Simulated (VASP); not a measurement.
# TePb (Fm-3m) in VASP: further runs

Aim: see how the results for TePb move with the level of theory and the settings. Levels: PBE, LDA, r2SCAN. Tasks: band structure.

All numbers are computed with VASP 6.6.1; they aren't measurements. Logs are shortened: lines on timing, memory, paths and dates and some standing lists are left out, and cuts for length are marked.

**Measured values to compare with.**

From a printed reference work, monograph, for a bulk crystal of TePb at 4.2 K: band gap 0.19 eV (direct).

The results are compared with them further down.

## 1. The structure

The structure is cubic, space group Fm-3m (No. 225). The conventional cell has a = 6.444 Å, b = 6.444 Å, c = 6.444 Å, α = 90.00°, β = 90.00°, γ = 90.00°. Around Te (site symmetry m-3m) lie 6 Pb at 3.22 Å. Around Pb (site symmetry m-3m) lie 6 Te at 3.22 Å.

## 2. Band structure, PBE

INCAR

```
ALGO = Fast
EDIFF = 1E-7
ENCUT = 520
GGA = PE
ISIF = 2
ISMEAR = 0
LASPH = T
LCHARG = F
LREAL = F
LWAVE = F
NBANDS = 17
NELM = 80
PREC = Accurate
SIGMA = 0.03
```

KPOINTS

```
k-points
0
Gamma
  8 8 8
```

POSCAR

```
TePb                                    
1.0
    0.0000000000      3.2218515830      3.2218515830
    3.2218515830      0.0000000000      3.2218515830
    3.2218515830      3.2218515830      0.0000000000
  Te              Pb            
     1     1
Direct
     0.5000000000000000    0.5000000000000000    0.5000000000000000
     0.0000000000000000    0.0000000000000000    0.0000000000000000
```

KPOINTS_OPT

```
explicit points
202
Reciprocal
 0.0000000000  0.0000000000  0.0000000000 1
 0.0555555556  0.0000000000  0.0555555556 1
 0.1111111111  0.0000000000  0.1111111111 1
 0.1666666667  0.0000000000  0.1666666667 1
 0.2222222222  0.0000000000  0.2222222222 1
 0.2777777778  0.0000000000  0.2777777778 1
[... 194 lines left out ...]
 0.4872734700  0.0127265300  0.5000000000 1
 0.5127265300 -0.0127265300  0.5000000000 1
```

Potentials or basis: VASP PAW PBE potentials, release 64 (Te, Pb_d).

On the command line:

```sh
$ cat potpaw_PBE.64/Te/POTCAR potpaw_PBE.64/Pb_d/POTCAR > POTCAR
$ mpirun -np 1 vasp_std > vasp.out
```

OUTCAR:

```text
EDIFF = 1E-7
   ENCUT = 520
   GGA = PE
   ISIF = 2
   ISMEAR = 0
   LASPH = T
   LREAL = F
   NELM = 80
   PREC = Accurate

 ion  position               nearest neighbor table
   1  0.500  0.500  0.500-   2 3.22   2 3.22   2 3.22   2 3.22   2 3.22   2 3.22
   2  0.000  0.000  0.000-   1 3.22   1 3.22   1 3.22   1 3.22   1 3.22   1 3.22

  LATTYP: Found a face centered cubic cell.
 ALAT       =     6.4437031660

  Lattice vectors:

 A1 = (   0.0000000000,   3.2218515830,   3.2218515830)
 A2 = (   3.2218515830,   0.0000000000,   3.2218515830)
 A3 = (   3.2218515830,   3.2218515830,   0.0000000000)

Analysis of symmetry for initial positions (statically):
=====================================================================
 Subroutine PRICEL returns:
 Original cell was already a primitive cell.

 Routine SETGRP: Setting up the symmetry group for a
 face centered cubic supercell.

 Subroutine GETGRP returns: Found 48 space group operations
 (whereof 48 operations were pure point group operations)
 out of a pool of 48 trial point group operations.

The static configuration has the point symmetry O_h .

Analysis of symmetry for dynamics (positions and initial velocities):
=====================================================================
 Subroutine PRICEL returns:
 Original cell was already a primitive cell.

 Routine SETGRP: Setting up the symmetry group for a
 face centered cubic supercell.

 Subroutine GETGRP returns: Found 48 space group operations
 (whereof 48 operations were pure point group operations)
 out of a pool of 48 trial point group operations.

The dynamic configuration has the point symmetry O_h .

 Subroutine INISYM returns: Found 48 space group operations
 (whereof 48 operations are pure point group operations),
 and found     1 'primitive' translations

----------------------------------------------------------------------------------------

                                     Primitive cell

  volume of cell :      66.8877

  direct lattice vectors                    reciprocal lattice vectors
     0.000000000  3.221851583  3.221851583    -0.155190265  0.155190265  0.155190265
     3.221851583  0.000000000  3.221851583     0.155190265 -0.155190265  0.155190265
     3.221851583  3.221851583  0.000000000     0.155190265  0.155190265 -0.155190265

[... 75 lines left out ...]
   ISTART =      0    job   : 0-new  1-cont  2-samecut
   ICHARG =      2    charge: 1-file 2-atom 10-const
   ISPIN  =      1    spin polarized calculation?
   LNONCOLLINEAR =      F non collinear calculations
   LSORBIT =      F    spin-orbit coupling
   LASPH  =      T    aspherical Exc in radial PAW
   ENCUT  =  520.0 eV  38.22 Ry    6.18 a.u.   8.47  8.47  8.47*2*pi/ulx,y,z
   NELM   =     80;   NELMIN=  2; NELMDL= -5     # of ELM steps
   EDIFF  = 0.1E-06   stopping-criterion for ELM
   LREAL  =      F    real-space projection
   EDIFFG = 0.1E-05   stopping-criterion for IOM
   NSW    =      0    number of steps for IOM
   IBRION =     -1    ionic relax: 0-MD 1-quasi-New 2-CG
   NFREE  =      0    steps in history (QN), initial steepest desc. (CG)
   ISIF   =      2    stress and relaxation
   ISYM   =      2    0-nonsym 1-usesym 2-fastsym
   POTIM  = 0.5000    time-step for ionic-motion
   TEBEG  =    0.0;   TEEND  =   0.0 temperature during run
   PSTRESS=    0.0 pullay stress
   NELECT =      20.0000    total number of electrons
   NUPDOWN=      -1.0000    fix difference up-down
   EMIN   =  10.00;   EMAX   =-10.00  energy-range for DOS
   EFERMI =   0.00;   METHOD = LEGACY
   ISMEAR =     0;   SIGMA  =   0.03  broadening in eV -4-tet -1-fermi 0-gaus
   EFERMI_NEDOS =   21; number of points for ismear=-14 and -15
   IALGO  =     68    algorithm
   IMIX   =      4    mixing-type and parameters
     AMIX     =   0.40;   BMIX     =  1.00
     AMIX_MAG =   1.60;   BMIX_MAG =  1.00
  volume/ion in A,a.u.               =      33.44       225.69
  Fermi-wavevector in a.u.,A,eV,Ry     =   1.094719  2.068719 16.305352  1.198410
  Thomas-Fermi vector in A             =   2.231029
   LORBIT       =      0    0 simple, 1 ext, 2 COOP (PROOUT), +10 PAW based schemes
   GGA     = PE    functional components
   LHFCALC =     F    Hartree Fock is set to
   AEXX    =    0.0000 exact exchange contribution
   IVDW    =     0    specifies the selected vdW correction
   LEPSILON=     F    determine dielectric tensor
   LRPA    =     F    only Hartree local field effects (RPA)
 non-spin polarized calculation
 RMM-DIIS sequential band-by-band and
 Gauss-broadening in eV      SIGMA  =   0.03
  energy-cutoff  :      520.00
  volume of cell :       66.89
 maximum number of plane-waves:      1826
 NGX is ok and might be reduce to    36
   NGX = 17   NGY = 17   NGZ = 17

 number of electron      20.0000002 magnetization

 Free energy of the ion-electron system (eV)
  ---------------------------------------------------
  ext. energy  EPLUGINS =         0.00000000
  ---------------------------------------------------
  free energy    TOTEN  =        -7.49290684 eV

  energy without entropy =       -7.49290684  energy(sigma->0) =       -7.49290684

 E-fermi :   5.9119     XC(G=0):  -9.3386

 val. band max:        5.7388731299   @ k =   0.5000   0.0000   0.0000
 cond. band min:       6.4555919379   @ k =   0.5000   0.0000   0.0000
 fundamental gap:      0.7167188080
 Fermi energy:         5.9119169026

 k-point     1 :       0.0000    0.0000    0.0000
  band No.  band energies     occupation
      1     -11.0007      2.00000
      2     -11.0007      2.00000
      3     -10.9909      2.00000
      4     -10.9909      2.00000
      5     -10.9909      2.00000
      6      -6.3544      2.00000
[... 457 lines left out ...]
      4     -10.9786      2.00000
      5     -10.9702      2.00000
      6      -4.6997      2.00000
[... 9 lines left out ...]
     16      15.5417      0.00000
     17      15.8544      0.00000

 [... further k-points ...]
[... 5 lines left out ...]
  --------------------------------------------------------------------------------------
  -------------------------------------------------------------------------------------
  Total        1.0483196      1.0483196      1.0483196      0.0000000      0.0000000     -0.0000000
  in kB       25.1106351     25.1106351     25.1106351      0.0000000      0.0000000     -0.0000000
  external PRESSURE =      25.1106351 kB  Pullay stress =       0.0000000 kB

 VOLUME and BASIS-vectors are now :
 -----------------------------------------------------------------------------
  energy-cutoff  :      520.00
  volume of cell :       66.89
      direct lattice vectors                 reciprocal lattice vectors
     0.000000000  3.221851583  3.221851583    -0.155190265  0.155190265  0.155190265
     3.221851583  0.000000000  3.221851583     0.155190265 -0.155190265  0.155190265
     3.221851583  3.221851583  0.000000000     0.155190265  0.155190265 -0.155190265

 POSITION                                       TOTAL-FORCE (eV/Angst)
 -----------------------------------------------------------------------------------
      3.22185      3.22185      3.22185         0.000000      0.000000      0.000000
      0.00000      0.00000      0.00000        -0.000000     -0.000000     -0.000000
 -----------------------------------------------------------------------------------
    total drift:                               -0.000000      0.000000      0.000000

  FREE ENERGIE OF THE ION-ELECTRON SYSTEM (eV)
  ---------------------------------------------------
  free  energy   TOTEN  =        -7.4929068440 eV

  energy  without entropy=       -7.4929068440  energy(sigma->0) =       -7.49290684
```

Run time: 63 s. Hardware: 1 thread of Intel Xeon 6975P-C (Granite Rapids), shared host; peak memory 0.24 GiB.

Results:

| Item | Value |
| --- | --- |
| Free energy | -7.4929 eV |
| Pressure | 2.5 GPa |
| Band gap on the k mesh | 0.72 eV, direct |
| Band gap along the path | 0.72 eV, direct |

Levels at the corners of the path, in eV from the valence-band top:
| point | band 6 | band 7 | band 8 | band 9 | band 10 | band 11 | band 12 | band 13 | band 14 | band 15 |
| --- | --- | --- | --- | --- | --- | --- | --- | --- | --- | --- |
| Γ | -12.09 | -5.58 | -1.38 | -1.38 | -1.38 | 4.08 | 4.08 | 4.08 | 5.77 | 5.77 |
| X | -10.38 | -7.31 | -4.57 | -2.85 | -2.85 | 3.25 | 5.50 | 5.50 | 6.76 | 10.11 |
| X | -10.38 | -7.31 | -4.57 | -2.85 | -2.85 | 3.25 | 5.50 | 5.50 | 6.76 | 10.11 |
| W | -10.22 | -8.02 | -3.85 | -3.85 | -0.37 | 1.66 | 5.22 | 5.22 | 6.87 | 6.87 |
| W | -10.22 | -8.02 | -3.85 | -3.85 | -0.37 | 1.66 | 5.22 | 5.22 | 6.87 | 6.87 |
| K | -10.28 | -8.00 | -4.18 | -2.35 | -2.12 | 3.58 | 3.79 | 5.11 | 5.97 | 8.88 |
| K | -10.28 | -8.00 | -4.18 | -2.35 | -2.12 | 3.58 | 3.79 | 5.11 | 5.97 | 8.88 |
| Γ | -12.09 | -5.58 | -1.38 | -1.38 | -1.38 | 4.08 | 4.08 | 4.08 | 5.77 | 5.77 |
| Γ | -12.09 | -5.58 | -1.38 | -1.38 | -1.38 | 4.08 | 4.08 | 4.08 | 5.77 | 5.77 |
| L | -10.64 | -8.64 | -0.92 | -0.92 | 0.00 | 0.72 | 1.25 | 1.25 | 8.40 | 9.23 |
| L | -10.64 | -8.64 | -0.92 | -0.92 | 0.00 | 0.72 | 1.25 | 1.25 | 8.40 | 9.23 |
| U | -10.28 | -8.00 | -4.18 | -2.35 | -2.12 | 3.58 | 3.79 | 5.11 | 5.97 | 8.88 |
| U | -10.28 | -8.00 | -4.18 | -2.35 | -2.12 | 3.58 | 3.79 | 5.11 | 5.97 | 8.88 |
| W | -10.22 | -8.02 | -3.85 | -3.85 | -0.37 | 1.66 | 5.22 | 5.22 | 6.87 | 6.87 |
| W | -10.22 | -8.02 | -3.85 | -3.85 | -0.37 | 1.66 | 5.22 | 5.22 | 6.87 | 6.87 |
| L | -10.64 | -8.64 | -0.92 | -0.92 | 0.00 | 0.72 | 1.25 | 1.25 | 8.40 | 9.23 |
| L | -10.64 | -8.64 | -0.92 | -0.92 | 0.00 | 0.72 | 1.25 | 1.25 | 8.40 | 9.23 |
| K | -10.28 | -8.00 | -4.18 | -2.35 | -2.12 | 3.58 | 3.79 | 5.11 | 5.97 | 8.88 |
| U | -10.28 | -8.00 | -4.18 | -2.35 | -2.12 | 3.58 | 3.79 | 5.11 | 5.97 | 8.88 |
| X | -10.38 | -7.31 | -4.57 | -2.85 | -2.85 | 3.25 | 5.50 | 5.50 | 6.76 | 10.11 |

Caveat: spin-orbit coupling is left out, which as a rule narrows the gap of such compounds by several tenths of an eV.

## 3. Band structure, LDA

INCAR, as its differences from that of step 2:

```diff
@@ -3,3 +3,2 @@
 ENCUT = 520
-GGA = PE
 ISIF = 2
```

KPOINTS is that of step 2.

POSCAR is that of step 2.

KPOINTS_OPT is that of step 2.

Potentials or basis: VASP PAW LDA potentials, release 64 (Te, Pb_d).

On the command line:

```sh
$ cat potpaw_LDA.64/Te/POTCAR potpaw_LDA.64/Pb_d/POTCAR > POTCAR
$ mpirun -np 1 vasp_std > vasp.out
```

Run time: 60 s. Hardware: 1 thread of Intel Xeon 6975P-C (Granite Rapids), shared host; peak memory 0.21 GiB.

It converged, with:

* Free energy: -8.7677 eV
* Pressure: -1.3 GPa
* Band gap on the k mesh: 0.62 eV, direct
* Band gap along the path: 0.62 eV, direct

Levels at the corners of the path, in eV from the valence-band top:
```tsv
point	band 6	band 7	band 8	band 9	band 10	band 11	band 12	band 13	band 14	band 15
Γ	-12.12	-5.65	-1.38	-1.38	-1.38	4.00	4.00	4.00	5.76	5.76
X	-10.41	-7.37	-4.58	-2.86	-2.86	3.22	5.42	5.42	6.66	10.11
X	-10.41	-7.37	-4.58	-2.86	-2.86	3.22	5.42	5.42	6.66	10.11
W	-10.25	-8.07	-3.86	-3.86	-0.36	1.58	5.16	5.16	6.79	6.79
W	-10.25	-8.07	-3.86	-3.86	-0.36	1.58	5.16	5.16	6.79	6.79
K	-10.32	-8.05	-4.20	-2.35	-2.13	3.52	3.73	5.06	5.89	8.81
K	-10.32	-8.05	-4.20	-2.35	-2.13	3.52	3.73	5.06	5.89	8.81
Γ	-12.12	-5.65	-1.38	-1.38	-1.38	4.00	4.00	4.00	5.76	5.76
Γ	-12.12	-5.65	-1.38	-1.38	-1.38	4.00	4.00	4.00	5.76	5.76
L	-10.67	-8.68	-0.89	-0.89	0.00	0.62	1.18	1.18	8.30	9.19
L	-10.67	-8.68	-0.89	-0.89	0.00	0.62	1.18	1.18	8.30	9.19
U	-10.32	-8.05	-4.20	-2.35	-2.13	3.52	3.73	5.06	5.89	8.81
U	-10.32	-8.05	-4.20	-2.35	-2.13	3.52	3.73	5.06	5.89	8.81
W	-10.25	-8.07	-3.86	-3.86	-0.36	1.58	5.16	5.16	6.79	6.79
W	-10.25	-8.07	-3.86	-3.86	-0.36	1.58	5.16	5.16	6.79	6.79
L	-10.67	-8.68	-0.89	-0.89	0.00	0.62	1.18	1.18	8.30	9.19
L	-10.67	-8.68	-0.89	-0.89	0.00	0.62	1.18	1.18	8.30	9.19
K	-10.32	-8.05	-4.20	-2.35	-2.13	3.52	3.73	5.06	5.89	8.81
U	-10.32	-8.05	-4.20	-2.35	-2.13	3.52	3.73	5.06	5.89	8.81
X	-10.41	-7.37	-4.58	-2.86	-2.86	3.22	5.42	5.42	6.66	10.11
```

Caveat: spin-orbit coupling is left out, which as a rule narrows the gap of such compounds by several tenths of an eV.

## 4. Band structure, r2SCAN

INCAR

```
ALGO = Normal
EDIFF = 1E-7
ENCUT = 520
ISIF = 2
ISMEAR = 0
LASPH = T
LCHARG = F
LMIXTAU = T
LREAL = F
LWAVE = F
METAGGA = R2SCAN
NBANDS = 17
NELM = 80
PREC = Accurate
SIGMA = 0.03
```

KPOINTS is that of step 3.

POSCAR is that of step 3.

KPOINTS_OPT is that of step 3.

Potentials or basis: VASP PAW PBE potentials, release 64 (Te, Pb_d).

On the command line:

```sh
$ cat potpaw_PBE.64/Te/POTCAR potpaw_PBE.64/Pb_d/POTCAR > POTCAR
$ mpirun -np 1 vasp_std > vasp.out
```

Run time: 4.1 min. Hardware: 1 thread of Intel Xeon 6975P-C (Granite Rapids), shared host; peak memory 0.23 GiB.

It converged, with:

```yaml
Free_energy: -82.6886 eV
Pressure: 1.9 GPa
Band_gap_on_the_k_mesh: 1.00 eV, direct
Band_gap_along_the_path: 1.00 eV, direct
```

Levels at the corners of the path, in eV from the valence-band top:
```
point  band 7  band 8  band 9  band 10  band 11  band 12  band 13  band 14
    Γ   -5.62   -1.54   -1.54    -1.54     4.35     4.35     4.35     6.15
    X   -7.52   -4.77   -3.03    -3.03     3.54     5.85     5.85     7.22
    X   -7.52   -4.77   -3.03    -3.03     3.54     5.85     5.85     7.22
    W   -8.30   -4.04   -4.04    -0.46     1.87     5.57     5.57     7.27
    W   -8.30   -4.04   -4.04    -0.46     1.87     5.57     5.57     7.27
    K   -8.28   -4.38   -2.50    -2.21     3.86     4.01     5.47     6.37
    K   -8.28   -4.38   -2.50    -2.21     3.86     4.01     5.47     6.37
    Γ   -5.62   -1.54   -1.54    -1.54     4.35     4.35     4.35     6.15
    Γ   -5.62   -1.54   -1.54    -1.54     4.35     4.35     4.35     6.15
    L   -8.95   -1.06   -1.06     0.00     1.00     1.38     1.38     8.95
    L   -8.95   -1.06   -1.06     0.00     1.00     1.38     1.38     8.95
    U   -8.28   -4.38   -2.50    -2.21     3.86     4.01     5.47     6.37
    U   -8.28   -4.38   -2.50    -2.21     3.86     4.01     5.47     6.37
    W   -8.30   -4.04   -4.04    -0.46     1.87     5.57     5.57     7.27
    W   -8.30   -4.04   -4.04    -0.46     1.87     5.57     5.57     7.27
    L   -8.95   -1.06   -1.06     0.00     1.00     1.38     1.38     8.95
    L   -8.95   -1.06   -1.06     0.00     1.00     1.38     1.38     8.95
    K   -8.28   -4.38   -2.50    -2.21     3.86     4.01     5.47     6.37
    U   -8.28   -4.38   -2.50    -2.21     3.86     4.01     5.47     6.37
    X   -7.52   -4.77   -3.03    -3.03     3.54     5.85     5.85     7.22
```

Caveat: the PAW data sets were made with another functional, which shifts forces and pressure a little; spin-orbit coupling is left out, which as a rule narrows the gap of such compounds by several tenths of an eV.

(Part 1 of 2 ends here.)
